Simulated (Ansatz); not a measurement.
ZrO$_{2}$ (P2_1/c) was relaxed and computed twice in Ansatz (plane waves, PAW), once with PBEsol and once with r²SCAN.

|  | run 1 | run 2 |
|---|---|---|
| cell | a = 5.128 Å, b = 5.211 Å, c = 5.296 Å, α = 90.00°, β = 99.61°, γ = 90.00° | a = 5.1542 Å, b = 5.2257 Å, c = 5.3315 Å, α = γ = 90.00°, β = 99.41° |
| gap (eV) | 3.59 | 4.16 |
| ΔH_f (eV/atom) | -3.48 | -3.72 |

**Question.** Which run used which functional?

**Answer.** Run 1 is PBEsol, run 2 is r²SCAN.

All cells were relaxed under the symmetry of their starts (and spin orders); stability against distortions was not tested throughout. Rows with no word on spin ran without spin polarisation. Scalar-relativistic: spin–orbit coupling is off unless named, which matters more the heavier the elements.

Potentials: the later of the program's two PAW sets.

Ansatz (a program for electronic structure) is a plane-wave DFT program.

Formation energies count from the lowest solids of the elements computed at the same level, not from gases.
